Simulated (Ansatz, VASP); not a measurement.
CoO: VASP beside Ansatz

```
Co O
1.0
     1.60222    0.92504    2.56647
    -1.60222    0.92504    2.56647
     0.00000   -1.85008    2.56647
Co O
1 1
Cartesian
  0.0000 0.0000 7.6915
  0.0000 0.0000 5.7824
```

Measurements of this composition are mostly on another form, of space group No. 225.

Alike in both runs: task single point; functional PBE; k mesh 10 × 10 × 10; occupations fermi-dirac, width 0.05 eV; collinear spin, ferromagnetic start.

```csv
,VASP,Ansatz
version,VASP 6.6.1,Ansatz 0.2.0
potentials or method,"VASP PAW PBE potentials, release 64 (Co, O)",Ansatz PAW
plane-wave cutoff (eV),520,420
valence electrons in the cell,15,23
```

Ansatz gave:

```
gap on the k mesh at the Fermi level (eV)                     : none
pressure (GPa)                                                : -0.1
largest component of the traceless stress (GPa)               : 3.56
rms of the force components (eV/Å)                            : 0.150
net moment per atom (μB)                                      : 1.38
size of the moment on the site where the two differ most (μB) : 2.20
```

Q: What did VASP give for the same quantities?

A: gap on the k mesh at the Fermi level (eV): none; pressure (GPa): -0.3; largest component of the traceless stress (GPa): 3.58; rms of the force components (eV/Å): 0.152; net moment per atom (μB): 1.37; size of the moment on the site where the two differ most (μB): 2.36.

Site moments also hang on the region over which each program counts them. Atom by atom the forces differ by 0.001 eV/Å (rms over components). A gap of «none» marks a metal or a gap that the smearing closes. The two sets of potentials don't hold the same shells in valence.

Caveats: a cell with one magnetic atom can't hold antiferromagnetic order, which such compounds often take; semilocal functionals often make such compounds metallic where correlation or magnetic order opens a gap, which also shifts bond lengths; the pressure holds a Pulay correction of +0.7 GPa for the finite cutoff (Ansatz). With open d or f shells a metallic result of PBE can be an artefact of self-interaction; +U or a hybrid may open a gap.
